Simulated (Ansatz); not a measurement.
The system is ZnS (Wurtzite-2H).

```xyz
4
Lattice="3.8110 0.0000 0.0000 -1.9055 3.3004 0.0000 0.0000 0.0000 6.2340" Properties=species:S:1:pos:R:3 pbc="T T T"
Zn    1.9055    1.1001    3.1170
Zn    0.0000    2.2003    0.0000
S     1.9055    1.1001    5.5171
S     0.0000    2.2003    2.4001
```

| Item | Value |
| --- | --- |
| Program | Ansatz 0.2.0 |
| Task | relaxation of cell and atoms |
| Functional | HSE03 |
| Potentials or basis | Ansatz PAW |
| Cutoff | 420 eV (not typed: the program's choice for these potentials) |
| k mesh | 4 × 4 × 3 |
| Occupations | fermi-dirac, width 0.05 eV |
| Spin | no spin polarisation |

At the start: volume 19.60 Å³/atom.

**Question.** How do energy, volume and symmetry change on relaxing?

**Answer.** It ends after 5 steps and the volume is 20.07 Å³/atom (+2.4 %); space group P6_3mc (No. 186, to 0.05 Å).

The path:
```tsv
step	energy change (eV)	largest force (eV/Å)	volume (Å³)
1	0.0000	0.3363	78.41
2	-0.0201	0.2316	79.55
3	-0.0317	0.0146	80.34
4	-0.0318	0.0003	80.26
5	-0.0331	0.0002	80.26
```

Final structure:
```
CELL_PARAMETERS angstrom
3.84333 0.00000 0.00000
-1.92167 3.32842 0.00000
0.00000 0.00000 6.27439
ATOMIC_POSITIONS crystal
Zn 0.66667 0.33333 0.50493
Zn 0.33333 0.66667 0.00493
S 0.66667 0.33333 0.88007
S 0.33333 0.66667 0.38007
```

Caveat: the k mesh is coarse (spacing up to 0.48 Å⁻¹), so the values aren't converged, least of all with exact exchange; the plane-wave basis is chosen anew once the cell has moved, so the energies of steps on either side of that aren't comparable; the PAW data sets come from PBE, with cores solved anew for the run's functional, which leaves a small shift of forces and pressure.
